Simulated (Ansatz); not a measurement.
BeS: the gap against volume

BeS, F-43m, a = 4.876 Å. Ansatz: PBE, PAW, 420 eV, Γ-centred 8×8×8 mesh on 2 atoms, Gaussian smearing 0.02 eV; no spin polarisation. Symmetry fixes shape and atoms, so the cell is only scaled; x = ln(V/V0) with V0 = 14.490 Å³/atom. The gap is read at the mesh points alone.

| x | gap y (eV) |
| --- | --- |
| -0.1278 | 2.828 |
| -0.0943 | 2.919 |
| -0.0619 | 3.002 |
| -0.0305 | ? |
| 0.0000 | 3.145 |
| 0.0296 | 3.207 |
| 0.0583 | 3.263 |
| 0.0953 | 3.330 |

Question: Fit a straight line to the other rows, give the volume deformation potential of the gap and its pressure coefficient, and predict the missing gap. B0 = 92.9 GPa.

Answer: Means x = -0.01440, y = 3.0991; Σ(Δx)² = 0.04096, ΣΔxΔy = 0.09240; the slope is their ratio. y = 3.1316 + 2.2557 x. The slope is the deformation potential a = dE_g/d ln V = 2.26 eV, and dE_g/dP = −a/B0 = -24.3 meV/GPa. At x = -0.0305 the fit asked for gives 3.063 eV. The run gave 3.077 eV, so the fit is 0.014 eV too low, within twice the rms miss on the fitted rows (0.011 eV).

Semilocal functionals give gaps under the measured ones; changes of the gap mostly carry over better.